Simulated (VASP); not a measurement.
## PbSe in VASP 6.6.1, single-point calculation

INCAR

```
PREC = Accurate
LWAVE = .FALSE.
LASPH = .TRUE.
LREAL = .FALSE.
GGA = PE
LCHARG = .FALSE.
IBRION = -1
NSW = 0
MAXMIX = 40
NELM = 64
ISMEAR = -1
NBANDS = 17
EDIFF = 1E-7
SIGMA = 0.02
ISPIN = 2
ISIF = 2
MAGMOM = 0.5 -0.5
ENCUT = 520
```

KPOINTS

```
KPOINTS created by Atomic Simulation Environment
0
Gamma
8 8 8
0 0 0
```

POSCAR

```
Pb Se
 1.0000000000000000
     0.1247068600000000    3.1207480130000000    3.1207480130000000
     3.1207480130000000    0.1247068600000000    3.1207480130000000
     3.1207480130000000    3.1207480130000000    0.1247068600000000
 Pb  Se
   1   1
Cartesian
  0.0000000000000000  0.0000000000000000  0.0000000000000000
  3.1831014430000000  3.1831014430000000  3.1831014430000000
```

The recommended PBE PAW datasets give the neutral cell 20 valence electrons.

Command

```
mpirun -np 1 vasp_std
```

**Question.** Predict the outcome of this run.

**Answer.** It converged. Results: pressure 2.5 GPa; magnetic moment of the cell 0.00 μB.

OSZICAR

```
N       E                     dE             d eps       ncg     rms          rms(c)
DAV:   1     0.158342291290E+03    0.15834E+03   -0.95606E+03  4436   0.120E+03
DAV:   2     0.331688052458E+01   -0.15503E+03   -0.14971E+03  4750   0.311E+02
DAV:   3    -0.810862240988E+01   -0.11426E+02   -0.11341E+02  5660   0.896E+01
DAV:   4    -0.837903687570E+01   -0.27041E+00   -0.27018E+00  5495   0.153E+01
DAV:   5    -0.838800396933E+01   -0.89671E-02   -0.89665E-02  6309   0.274E+00    0.360E+00
DAV:   6    -0.815920414853E+01    0.22880E+00   -0.73546E-01  6561   0.586E+00    0.172E+00
DAV:   7    -0.815644284535E+01    0.27613E-02   -0.12598E-01  5200   0.209E+00    0.103E+00
DAV:   8    -0.815915289224E+01   -0.27100E-02   -0.97711E-03  5124   0.765E-01    0.531E-01
DAV:   9    -0.816052882349E+01   -0.13759E-02   -0.29034E-03  5143   0.561E-01    0.141E-01
DAV:  10    -0.816016306748E+01    0.36576E-03   -0.38528E-04  5655   0.202E-01    0.694E-02
DAV:  11    -0.816018450596E+01   -0.21438E-04   -0.90565E-05  5497   0.891E-02    0.257E-02
DAV:  12    -0.816019717420E+01   -0.12668E-04   -0.30985E-05  5004   0.508E-02    0.834E-03
DAV:  13    -0.816019789587E+01   -0.72167E-06   -0.48789E-06  5728   0.226E-02    0.312E-03
DAV:  14    -0.816019814726E+01   -0.25139E-06   -0.50885E-07  5247   0.707E-03    0.193E-03
DAV:  15    -0.816019812939E+01    0.17875E-07   -0.88776E-08  4089   0.216E-03
   1 F= -.81601981E+01 E0= -.81601232E+01  d E =-.149807E-03  mag=     0.0000
```

For comparison, a separate PBE run of the intended cell, on usual settings and not on those above, gives a gap of -0.13 eV on its mesh and a pressure of 2.5 GPa.
